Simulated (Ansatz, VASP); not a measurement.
One calculation of CsI, two programs

```xyz
2
Lattice="4.5033 0.0000 0.0000 0.0000 4.5033 0.0000 0.0000 0.0000 4.5033" Properties=species:S:1:pos:R:3 pbc="T T T"
Cs    0.0000    0.0000    0.0000
I     2.2517    2.2517    2.2517
```

Alike in both runs: task relaxation of cell and atoms; functional PBEsol; k mesh 6 × 6 × 6; no spin polarisation.

```csv
,VASP,Ansatz
version,VASP 6.6.1,Ansatz 0.2.0
potentials or method,"VASP PAW PBE potentials, release 64 (Cs_sv, I)","scalar-relativistic, plane waves, PAW"
plane-wave cutoff (eV),600,420
occupations,"gaussian, width 0.01 eV",fixed
valence electrons in the cell,16,26
```

Ansatz gave:

| Item | Value |
| --- | --- |
| gap on the k mesh at the Fermi level, each at its own relaxed structure (eV) | 3.85 |
| relaxed volume (Å³/atom) | 45.78 |
| relaxed cell length with the largest relative difference (Å) | 4.507 |

Question: Which values does VASP return?

Answer: gap on the k mesh at the Fermi level, each at its own relaxed structure (eV): 3.82; relaxed volume (Å³/atom): 45.95; relaxed cell length with the largest relative difference (Å): 4.513.

The two sets of potentials don't hold the same shells in valence.

Caveats: the PAW data sets were made with another functional, which shifts forces and pressure a little (VASP); spin-orbit coupling is left out, which moves the levels of the heavy elements. Zero-point motion and thermal expansion aren't in these numbers. A k mesh can miss the band edges.
